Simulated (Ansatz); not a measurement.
**Exact exchange in SnSe: computed gaps and pressures at one geometry**

```cif
data_structure
_symmetry_space_group_name_H-M 'P 1'
_symmetry_Int_Tables_number 1
_cell_length_a 4.2568
_cell_length_b 4.2568
_cell_length_c 4.2568
_cell_angle_alpha 60.000
_cell_angle_beta 60.000
_cell_angle_gamma 60.000
_cell_volume 54.54
loop_
_atom_site_label
_atom_site_type_symbol
_atom_site_fract_x
_atom_site_fract_y
_atom_site_fract_z
_atom_site_occupancy
Sn1 Sn 0.00000 0.00000 0.00000 1
Se1 Se 0.50000 0.50000 0.50000 1
```

All runs: Ansatz, plane waves and PAW, scalar-relativistic (no spin–orbit coupling), 4×4×4 k-mesh, Gaussian smearing of 0.05 eV, no spin polarisation. Semilocal reference PBE: gap 0.57 eV, pressure -0.4 GPa. The hybrids carry no U.

How do gap and pressure depend on the exact exchange?


```json
{"functional": "HSE06-type hybrid with a screening parameter of 0.15 Å⁻¹", "gap": "0.51 eV", "pressure (GPa)": "-1.9", "cutoff (eV)": "420", "core-seconds": "22"}
{"functional": "HSE06-type hybrid with a screening parameter of 0.4 Å⁻¹", "gap": "0.52 eV", "pressure (GPa)": "-1.5", "cutoff (eV)": "420", "core-seconds": "22"}
{"functional": "PBE0-type hybrid with an exact-exchange fraction of 0.05", "gap": "0.64 eV", "pressure (GPa)": "-0.7", "cutoff (eV)": "420", "core-seconds": "20"}
{"functional": "r2SCAN0", "gap": "0.83 eV", "pressure (GPa)": "-2.2", "cutoff (eV)": "500", "core-seconds": "31"}
{"functional": "PBE0", "gap": "0.92 eV", "pressure (GPa)": "-1.8", "cutoff (eV)": "420", "core-seconds": "21"}
```

In the PBE0 form the gap grows almost linearly with the exact-exchange fraction, by 0.14 eV for each tenth. On shared hosts the hybrid runs at the reference's cutoff took roughly 17 to 18 times the core time of the semilocal one on the same mesh, with some more bands. Of 8 runs of this kind 3 are left out: 1 didn't converge, 2 are in doubt (a state that may not be the lowest, a dispersion term untested past Rn, a pressure over 10 GPa or a known fault).

Caveats: core times come from shared hosts and scatter; gaps are read on a coarse mesh; stress loosely converged.
